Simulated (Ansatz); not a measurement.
MgS built on the wurtzite prototype, relaxed with r2SCAN: the symmetry is P6_3mc (No. 186, hexagonal); conventional cell a = 4.029 Å, c = 6.454 Å, 22.68 Å³ an atom. Around Mg lie 4 S at 2.45–2.46 Å; around S lie 4 Mg at 2.45–2.46 Å. One-shot G0W0@PBE in Ansatz on a 6×6×2 mesh (contour deformation, no spin-orbit coupling), from a PBE gap of 3.473 eV over the mesh points (the G0W0 gap is direct on the mesh); the number N of bands summed and the screening cutoff rise together. Simulation only: spin-unpolarised, and no claim that this is the phase found in nature.

```
  N  cutoff (eV)  1000/N  G0W0 gap (eV)
163           80   6.135          4.917
357          140   2.801          5.041
```

**Lay a straight line in 1000/N through these rows.** The slope is -0.0372 eV per unit of 1000/N and the intercept 5.145 eV.

**Predict the gap at N = 642 (210 eV).** 5.145 + (-0.0372) × 1.558 = 5.087 eV; the run gives 5.101 eV, +0.014 eV from the line.

**With that run's result added, what limit do the last two rows suggest?** Their slope is (5.101 − 5.041)/(1.558 − 2.801) = -0.0483, which meets 1/N = 0 at 5.18 eV, against 5.145 eV from the first line. The slope steepens, so 1/N isn't yet asymptotic and the true limit probably lies higher still; the k mesh isn't extrapolated.
